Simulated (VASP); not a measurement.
# W (Im-3m) in VASP: a series of runs

Aim: see how the results for W move with the level of theory and the settings. Levels: LDA+U, LDA. Tasks: single point.

Everything below comes from runs of VASP 6.6.1. Logs are shortened: lines on timing, memory, paths and dates and some standing lists are left out, and cuts for length are marked.

**1. The crystal as given**

It takes space group Im-3m (No. 229, cubic). The conventional cell has a = 3.165 Å, b = 3.165 Å, c = 3.165 Å, α = 90.00°, β = 90.00°, γ = 90.00°. W (site symmetry m-3m) is surrounded by 8 W at 2.74 Å.

**2. Single point, LDA+U**

File INCAR:

```
SYSTEM = W
  ALGO = Fast
  EDIFF = 1E-7
  ENCUT = 520
  ISIF = 2
  ISMEAR = -1
  LASPH = .True.
  LCHARG = .False.
  LDAU = .True.
  LDAUJ = 0
  LDAUL = 2
  LDAUPRINT = 1
  LDAUTYPE = 2
  LDAUU = 8
  LMAXMIX = 4
  LREAL = .False.
  LWAVE = .False.
  NBANDS = 13
  NELM = 80
  PREC = Accurate
  SIGMA = 0.05
```

File KPOINTS:

```
k-points
0
Gamma
  12 12 12
  0 0 0
```

File POSCAR:

```
W
1.0
   -1.5823450000      1.5823450000      1.5823450000
    1.5823450000     -1.5823450000      1.5823450000
    1.5823450000      1.5823450000     -1.5823450000
W
1
Direct
    0.0000000000      0.0000000000      0.0000000000
```

Potentials or basis: VASP PAW LDA potentials, release 64 (W_sv).

Started as:

```sh
> cat potpaw_LDA.64/W_sv/POTCAR > POTCAR
> mpirun -np 1 vasp_std > vasp.out
```

OUTCAR:

```text
SYSTEM = W
   EDIFF = 1E-7
   ENCUT = 520
   ISIF = 2
   ISMEAR = -1
   LASPH = .True.
   LREAL = .False.
   NELM = 80
   PREC = Accurate

 ion  position               nearest neighbor table
   1  0.000  0.000  0.000-

  LATTYP: Found a body centered cubic cell.
 ALAT       =     3.1646900000

  Lattice vectors:

 A1 = (  -1.5823450000,   1.5823450000,   1.5823450000)
 A2 = (   1.5823450000,  -1.5823450000,   1.5823450000)
 A3 = (   1.5823450000,   1.5823450000,  -1.5823450000)

Analysis of symmetry for initial positions (statically):
=====================================================================
 Subroutine PRICEL returns:
 Original cell was already a primitive cell.

 Routine SETGRP: Setting up the symmetry group for a
 body centered cubic supercell.

 Subroutine GETGRP returns: Found 48 space group operations
 (whereof 48 operations were pure point group operations)
 out of a pool of 48 trial point group operations.

The static configuration has the point symmetry O_h .

Analysis of symmetry for dynamics (positions and initial velocities):
=====================================================================
 Subroutine PRICEL returns:
 Original cell was already a primitive cell.

 Routine SETGRP: Setting up the symmetry group for a
 body centered cubic supercell.

 Subroutine GETGRP returns: Found 48 space group operations
 (whereof 48 operations were pure point group operations)
 out of a pool of 48 trial point group operations.

The dynamic configuration has the point symmetry O_h .

 Subroutine INISYM returns: Found 48 space group operations
 (whereof 48 operations are pure point group operations),
 and found     1 'primitive' translations

----------------------------------------------------------------------------------------

                                     Primitive cell

  volume of cell :      15.8476

  direct lattice vectors                    reciprocal lattice vectors
    -1.582345000  1.582345000  1.582345000     0.000000000  0.315986716  0.315986716
     1.582345000 -1.582345000  1.582345000     0.315986716  0.000000000  0.315986716
     1.582345000  1.582345000 -1.582345000     0.315986716  0.315986716  0.000000000

  length of vectors
     2.740701935  2.740701935  2.740701935     0.446872699  0.446872699  0.446872699

  position of ions in fractional coordinates (direct lattice)
     0.000000000  0.000000000  0.000000000

  ion indices of the primitive-cell ions
   primitive index   ion index
                 1           1

----------------------------------------------------------------------------------------

 KPOINTS: k-points

Automatic generation of k-mesh.
 Grid dimensions read from file:
 generate k-points for:   12   12   12

 Generating k-lattice:

  Cartesian coordinates                     Fractional coordinates (reciprocal lattice)
     0.000000000  0.026332226  0.026332226     0.083333333  0.000000000  0.000000000
     0.026332226  0.000000000  0.026332226     0.000000000  0.083333333  0.000000000
     0.026332226  0.026332226  0.000000000     0.000000000  0.000000000  0.083333333

  Length of vectors
     0.037239392  0.037239392  0.037239392

  Shift w.r.t. Gamma in fractional coordinates (k-lattice)
     0.000000000  0.000000000  0.000000000

 Subroutine IBZKPT returns following result:
 ===========================================

 Found     72 irreducible k-points:

 Following reciprocal coordinates:
            Coordinates               Weight
  0.000000  0.000000  0.000000      1.000000
  0.083333  0.000000  0.000000     12.000000
  0.166667  0.000000  0.000000     12.000000
  0.250000  0.000000  0.000000     12.000000
  0.333333  0.000000  0.000000     12.000000
  0.416667  0.000000  0.000000     12.000000
[... 16 lines left out ...]
  0.333333  0.083333  0.083333     24.000000
  0.416667  0.083333  0.083333     12.000000
 [... further k-points ...]
   k-points           NKPTS =     72   k-points in BZ     NKDIM =     72   number of bands    NBANDS=     13
   number of dos      NEDOS =    301   number of ions     NIONS =      1
   total plane-waves  NPLWV =   8000
   dimension x,y,z NGX =    20 NGY =   20 NGZ =   20
   dimension x,y,z NGXF=    40 NGYF=   40 NGZF=   40
   ions per type =               1
   NGX,Y,Z   is equivalent  to a cutoff of  12.13, 12.13, 12.13 a.u.
   NGXF,Y,Z  is equivalent  to a cutoff of  24.26, 24.26, 24.26 a.u.
 SYSTEM =  W
   PREC   = accura    normal or accurate (medium, high low for compatibility)
   ISTART =      0    job   : 0-new  1-cont  2-samecut
   ICHARG =      2    charge: 1-file 2-atom 10-const
   ISPIN  =      1    spin polarized calculation?
   LNONCOLLINEAR =      F non collinear calculations
   LSORBIT =      F    spin-orbit coupling
   LASPH  =      T    aspherical Exc in radial PAW
   ENCUT  =  520.0 eV  38.22 Ry    6.18 a.u.   5.10  5.10  5.10*2*pi/ulx,y,z
   NELM   =     80;   NELMIN=  2; NELMDL= -5     # of ELM steps
   EDIFF  = 0.1E-06   stopping-criterion for ELM
   LREAL  =      F    real-space projection
   EDIFFG = 0.1E-05   stopping-criterion for IOM
   NSW    =      0    number of steps for IOM
   IBRION =     -1    ionic relax: 0-MD 1-quasi-New 2-CG
   NFREE  =      0    steps in history (QN), initial steepest desc. (CG)
   ISIF   =      2    stress and relaxation
   ISYM   =      2    0-nonsym 1-usesym 2-fastsym
   POTIM  = 0.5000    time-step for ionic-motion
   TEBEG  =    0.0;   TEEND  =   0.0 temperature during run
   PSTRESS=    0.0 pullay stress
   NELECT =      14.0000    total number of electrons
   NUPDOWN=      -1.0000    fix difference up-down
   EMIN   =  10.00;   EMAX   =-10.00  energy-range for DOS
   EFERMI =   0.00;   METHOD = LEGACY
   ISMEAR =    -1;   SIGMA  =   0.05  broadening in eV -4-tet -1-fermi 0-gaus
   EFERMI_NEDOS =   21; number of points for ismear=-14 and -15
   IALGO  =     68    algorithm
   IMIX   =      4    mixing-type and parameters
     AMIX     =   0.40;   BMIX     =  1.00
     AMIX_MAG =   1.60;   BMIX_MAG =  1.00
  volume/ion in A,a.u.               =      15.85       106.94
  Fermi-wavevector in a.u.,A,eV,Ry     =   1.570832  2.968442 33.572544  2.467512
  Thomas-Fermi vector in A             =   2.672506
   LORBIT       =      0    0 simple, 1 ext, 2 COOP (PROOUT), +10 PAW based schemes
 LDA+U is selected, type is set to LDAUTYPE =  2
   angular momentum for each species LDAUL =     2
   U (eV)           for each species LDAUU =   8.0
   J (eV)           for each species LDAUJ =   0.0
   GGA     = CA    functional components
   LHFCALC =     F    Hartree Fock is set to
   AEXX    =    0.0000 exact exchange contribution
   IVDW    =     0    specifies the selected vdW correction
   LEPSILON=     F    determine dielectric tensor
   LRPA    =     F    only Hartree local field effects (RPA)
 non-spin polarized calculation
 RMM-DIIS sequential band-by-band and
  energy-cutoff  :      520.00
  volume of cell :       15.85
 maximum number of plane-waves:       438
   NGX = 11   NGY = 11   NGZ = 11

atom =   1  type =  1  l = 2

 onsite density matrix

spin component  1

  0.4124  0.0000 -0.0000  0.0000 -0.0000
  0.0000  0.4124  0.0000 -0.0000  0.0000
 -0.0000  0.0000  0.1945 -0.0000 -0.0000
  0.0000 -0.0000 -0.0000  0.4124 -0.0000
 -0.0000  0.0000 -0.0000 -0.0000  0.1945

spin component  2

  0.4124  0.0000 -0.0000  0.0000 -0.0000
  0.0000  0.4124  0.0000 -0.0000  0.0000
 -0.0000  0.0000  0.1945 -0.0000 -0.0000
  0.0000 -0.0000 -0.0000  0.4124 -0.0000
 -0.0000  0.0000 -0.0000 -0.0000  0.1945

 occupancies and eigenvectors

  o =  0.1945  v =  0.0000 -0.0000  0.9987  0.0000 -0.0512  0.0000  0.0000  0.0000  0.0000  0.0000      0.0000  0.0000  0.0000  0.0000  0.0000  0.0000  0.0000  0.0000  0.0000  0.0000
  o =  0.1945  v =  0.0000  0.0000  0.0000  0.0000  0.0000  0.0000 -0.0000  0.9987  0.0000 -0.0512      0.0000  0.0000  0.0000  0.0000  0.0000  0.0000  0.0000  0.0000  0.0000  0.0000
  o =  0.1945  v =  0.0000 -0.0000  0.0512 -0.0000  0.9987  0.0000  0.0000  0.0000  0.0000  0.0000      0.0000  0.0000  0.0000  0.0000  0.0000  0.0000  0.0000  0.0000  0.0000  0.0000
  o =  0.1945  v =  0.0000  0.0000  0.0000  0.0000  0.0000  0.0000 -0.0000  0.0512 -0.0000  0.9987      0.0000  0.0000  0.0000  0.0000  0.0000  0.0000  0.0000  0.0000  0.0000  0.0000
  o =  0.4124  v =  1.0000  0.0000  0.0000  0.0000  0.0000  0.0000  0.0000  0.0000  0.0000  0.0000      0.0000  0.0000  0.0000  0.0000  0.0000  0.0000  0.0000  0.0000  0.0000  0.0000
  o =  0.4124  v =  0.0000  0.0000  0.0000  0.0000  0.0000  1.0000  0.0000  0.0000  0.0000  0.0000      0.0000  0.0000  0.0000  0.0000  0.0000  0.0000  0.0000  0.0000  0.0000  0.0000
  o =  0.4124  v =  0.0000  0.0000  0.0000  0.0000  0.0000  0.0000  0.2625  0.0000 -0.9649 -0.0000      0.0000  0.0000  0.0000  0.0000  0.0000  0.0000  0.0000  0.0000  0.0000  0.0000
  o =  0.4124  v =  0.0000  0.2625  0.0000 -0.9649 -0.0000  0.0000  0.0000  0.0000  0.0000  0.0000      0.0000  0.0000  0.0000  0.0000  0.0000  0.0000  0.0000  0.0000  0.0000  0.0000
  o =  0.4124  v =  0.0000  0.0000  0.0000  0.0000  0.0000  0.0000  0.9649  0.0000  0.2625  0.0000      0.0000  0.0000  0.0000  0.0000  0.0000  0.0000  0.0000  0.0000  0.0000  0.0000
  o =  0.4124  v =  0.0000  0.9649  0.0000  0.2625  0.0000  0.0000  0.0000  0.0000  0.0000  0.0000      0.0000  0.0000  0.0000  0.0000  0.0000  0.0000  0.0000  0.0000  0.0000  0.0000

 number of electron      14.0000004 magnetization

 Free energy of the ion-electron system (eV)
  ---------------------------------------------------
  ext. energy  EPLUGINS =         0.00000000
  ---------------------------------------------------
  free energy    TOTEN  =        -5.49265096 eV

  energy without entropy =       -5.48961985  energy(sigma->0) =       -5.49113540

 E-fermi :  11.8247     XC(G=0): -13.8616

 val. band max:       11.7896626442   @ k =  -0.1667   0.1667   0.1667
 cond. band min:      11.8330405008   @ k =  -0.2500   0.2500   0.1667
 fundamental gap:      0.0433778567
 Fermi energy:        11.8247466992

 k-point     1 :       0.0000    0.0000    0.0000
  band No.  band energies     occupation
      1     -62.6819      2.00000
      2     -26.4678      2.00000
      3     -26.4678      2.00000
      4     -26.4678      2.00000
      5       1.7915      2.00000
      6      10.6002      2.00000
      7      10.6002      2.00000
      8      10.6002      2.00000
      9      15.4685      0.00000
     10      15.4685      0.00000
     11      25.9311      0.00000
     12      25.9311      0.00000
     13      25.9311      0.00000

 k-point     2 :       0.0833    0.0000    0.0000
  band No.  band energies     occupation
      1     -62.6728      2.00000
      2     -26.5612      2.00000
      3     -26.4970      2.00000
      4     -26.4683      2.00000
      5       2.1260      2.00000
      6      10.3967      2.00000
      7      10.5475      2.00000
      8      10.9194      2.00000
      9      15.1084      0.00000
     10      15.4607      0.00000
     11      26.2443      0.00000
     12      26.5048      0.00000
     13      26.8307      0.00000

 k-point     3 :       0.1667    0.0000    0.0000
  band No.  band energies     occupation
      1     -62.6478      2.00000
      2     -26.8109      2.00000
      3     -26.5759      2.00000
      4     -26.4695      2.00000
      5       3.0480      2.00000
      6       9.8872      2.00000
      7      10.3398      2.00000
      8      11.8546      0.71006
      9      14.5722      0.00000
     10      15.4849      0.00000
     11      26.8211      0.00000
     12      28.1170      0.00000
     13      28.6097      0.00000
[... 305 lines left out ...]
 k-point    23 :       0.3333    0.0833    0.0833
  band No.  band energies     occupation
      1     -62.5508      2.00000
      2     -27.6204      2.00000
      3     -26.9061      2.00000
      4     -26.5592      2.00000
      5       6.2547      2.00000
      6       8.3021      2.00000
      7      10.5753      2.00000
      8      15.2775      0.00000
      9      16.3713      0.00000
     10      18.3563      0.00000
     11      22.5796      0.00000
     12      24.1811      0.00000
     13      28.1881      0.00000

 k-point    24 :       0.4167    0.0833    0.0833
  band No.  band energies     occupation
      1     -62.5426      2.00000
      2     -27.6754      2.00000
      3     -26.9480      2.00000
      4     -26.5616      2.00000
      5       6.2850      2.00000
      6       8.1969      2.00000
      7      11.2880      1.99996
      8      15.3376      0.00000
      9      16.5346      0.00000
     10      19.1861      0.00000
     11      21.4281      0.00000
     12      23.6600      0.00000
     13      27.6407      0.00000

 [... further k-points ...]

------------------------ aborting loop because EDIFF is reached ----------------------------------------

  FORCE on cell =-STRESS in cart. coord.  units (eV):
  Direction    XX          YY          ZZ          XY          YZ          ZX
  --------------------------------------------------------------------------------------
  -------------------------------------------------------------------------------------
  Total        1.8047245      1.8047245      1.8047245     -0.0000000      0.0000000      0.0000000
  in kB      182.4559276    182.4559276    182.4559276     -0.0000000      0.0000000      0.0000000
  external PRESSURE =     182.4559276 kB  Pullay stress =       0.0000000 kB

 VOLUME and BASIS-vectors are now :
 -----------------------------------------------------------------------------
  energy-cutoff  :      520.00
  volume of cell :       15.85
      direct lattice vectors                 reciprocal lattice vectors
    -1.582345000  1.582345000  1.582345000     0.000000000  0.315986716  0.315986716
     1.582345000 -1.582345000  1.582345000     0.315986716  0.000000000  0.315986716
     1.582345000  1.582345000 -1.582345000     0.315986716  0.315986716  0.000000000

 POSITION                                       TOTAL-FORCE (eV/Angst)
 -----------------------------------------------------------------------------------
      0.00000      0.00000      0.00000        -0.000000     -0.000000      0.000000
 -----------------------------------------------------------------------------------
    total drift:                                0.000000     -0.000000      0.000000

  FREE ENERGIE OF THE ION-ELECTRON SYSTEM (eV)
  ---------------------------------------------------
  free  energy   TOTEN  =        -5.4926509616 eV

  energy  without entropy=       -5.4896198458  energy(sigma->0) =       -5.49113540
```

Run time: 9.3 s. Hardware: 1 thread of Intel Xeon Platinum 8488C (Sapphire Rapids), shared host; peak memory 0.12 GiB.

Results:

```
Free energy            : -5.4927 eV
Pressure               : 18.2 GPa
Band gap on the k mesh : none (metal or under the smearing width)
```

Levels at points of the mesh, in eV from the Fermi level:
| k point | band 3 | band 4 | band 5 | band 6 | band 7 | band 8 | band 9 | band 10 | band 11 | band 12 |
| --- | --- | --- | --- | --- | --- | --- | --- | --- | --- | --- |
| (0.00, 0.00, 0.00) | -38.29 | -38.29 | -10.03 | -1.22 | -1.22 | -1.22 | 3.64 | 3.64 | 14.11 | 14.11 |
| (0.50, 0.00, 0.00) | -38.71 | -38.30 | -6.17 | -3.57 | 0.34 | 3.20 | 4.66 | 6.16 | 10.87 | 11.09 |
| (0.50, 0.50, 0.50) | -39.20 | -39.20 | -4.76 | -4.76 | 5.17 | 5.17 | 5.17 | 7.85 | 7.85 | 7.85 |

Eigenvalues of the final occupation matrices:
```
    site  spin  trace               eigenvalues
site 1 d     1   1.63  0.19 0.19 0.41 0.41 0.41
site 1 d     2   1.63  0.19 0.19 0.41 0.41 0.41
```

Caveat: U without spin polarisation on a metal has little footing; the U is typed as a test and isn't derived for this compound. The run has no spin-orbit coupling, so splittings on W are missing.

**3. Single point, LDA**

File INCAR:

```
ALGO = Fast
EDIFF = 1E-7
ENCUT = 520
ISIF = 2
ISMEAR = -1
LASPH = True
LCHARG = False
LREAL = False
LWAVE = False
NBANDS = 13
NELM = 80
PREC = Accurate
SIGMA = 0.05
```

File KPOINTS:

```
k-points
0
Monkhorst-Pack
  12 12 12
```

POSCAR is that of step 2.

Potentials or basis: VASP PAW LDA potentials, release 64 (W_sv).

Started as:

```sh
> cat potpaw_LDA.64/W_sv/POTCAR > POTCAR
> mpirun -np 1 vasp_std > vasp.out
```

Wall time 9.3 s (1 thread of Intel Xeon Platinum 8488C (Sapphire Rapids), shared host); peak memory 0.12 GiB.

It converged, with:

* Free energy: -14.0945 eV
* Pressure: -7.1 GPa

Levels at points of the mesh, in eV from the Fermi level:
```csv
k point,band 5,band 6,band 7,band 8,band 9,band 10
"(0.04, 0.04, 0.04)",-9.21,-1.67,-1.67,-0.85,1.83,1.83
```

**4. The reference run**

An earlier run on the cell as given: functional PBE; potentials or basis VASP PAW PBE potentials, release 64 (W_sv); cutoff 520 eV; k mesh 12 × 12 × 12; occupations fermi-dirac, width 0.05 eV; no spin polarisation.

* Pressure: 6.4 GPa
* Band gap on the k mesh: none (metal or under the smearing width)

**5. Summary**

| level | potentials or basis | U | monkhorst-Pack mesh | other keys | gap on the mesh (eV) | pressure (GPa) |
| --- | --- | --- | --- | --- | --- | --- |
| LDA+U | VASP PAW LDA potentials, release 64 (W_sv) | W d U = 8 eV | - | - | none | 18.2 |
| LDA | VASP PAW LDA potentials, release 64 (W_sv) | - | yes | shifted = yes | - | -7.1 |
| PBE | VASP PAW PBE potentials, release 64 (W_sv) | - | - | - | none | 6.4 |

Alike in all rows: task single point; no spin polarisation; cell as given; k mesh 12 × 12 × 12; cutoff (eV) 520; smearing fermi-dirac 0.05 eV.

Caveats: U without spin polarisation on a metal has little footing (some runs); the U is typed as a test and isn't derived for this compound (some runs).

Total energies depend on the potentials used, so only differences within one code and one set of settings carry meaning.
